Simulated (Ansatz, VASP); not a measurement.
**One calculation of H, two programs**

The input INCAR:

```
PREC = Accurate ; ENCUT = 520
EDIFF = 1E-8 ; ISMEAR = -1
SIGMA = 0.05 ; LREAL = F
LASPH = T ; NELM = 60
ALGO = Normal ; ISIF = 2
LWAVE = F ; LCHARG = F
GGA = PE ; LEFG = T
NBANDS = 6
```

File KPOINTS:

```
regular mesh
0
Gamma
  20 20 20
```

POSCAR

```
H
1.0
   -0.9200240002      0.9200240002      0.9200240002
    0.9200240002     -0.9200240002      0.9200240002
    0.9200240002      0.9200240002     -0.9200240002
H
1
Direct
    0.0000000000      0.0000000000      0.0000000000
```

Input for Ansatz:

```yaml
crystal:
  lattice:
    - [-0.9200240002, 0.9200240002, 0.9200240002]
    - [0.9200240002, -0.9200240002, 0.9200240002]
    - [0.9200240002, 0.9200240002, -0.9200240002]
  atoms:
    - { symbol: H, position: [0.0, 0.0, 0.0] }
kpoints:
  mp_grid: { grid: [20, 20, 20] }
scf:
  occupations: { method: fermi_dirac, width: 0.05 }
hamiltonian:
  xc: pbe
  pseudopotentials: { kind: paw }
output:
  forces: true
  stress: true
  eigenvalues: true
  efg: { contact_densities: true }
```

Change from the starting cell: volume scaled by 1.05, PAW files.

Alike in both runs: task electric field gradients; functional PBE; k mesh 20 × 20 × 20; occupations fermi-dirac, width 0.05 eV; no spin polarisation.

|  | VASP | Ansatz |
| --- | --- | --- |
| version | VASP 6.6.1 | Ansatz 0.2.0 |
| potentials or method | VASP PAW PBE potentials, release 64 (H) | PAW with Ansatz's default frozen-core files, scalar-relativistic |
| plane-wave cutoff (eV) | 520 | 420 |
| valence electrons in the cell | 1 | 1 |

VASP gave:

```
pressure (GPa)                                                 : -5.3
Vzz of the field gradient on the site that differs most (V/Å²) : 0.0
```

Q: Estimate Ansatz's values.

A: Pressure (GPa): -5.0; Vzz of the field gradient on the site that differs most (V/Å²): 0.0.

The functional is the same, so the differences come from potentials, cutoffs and numerics.
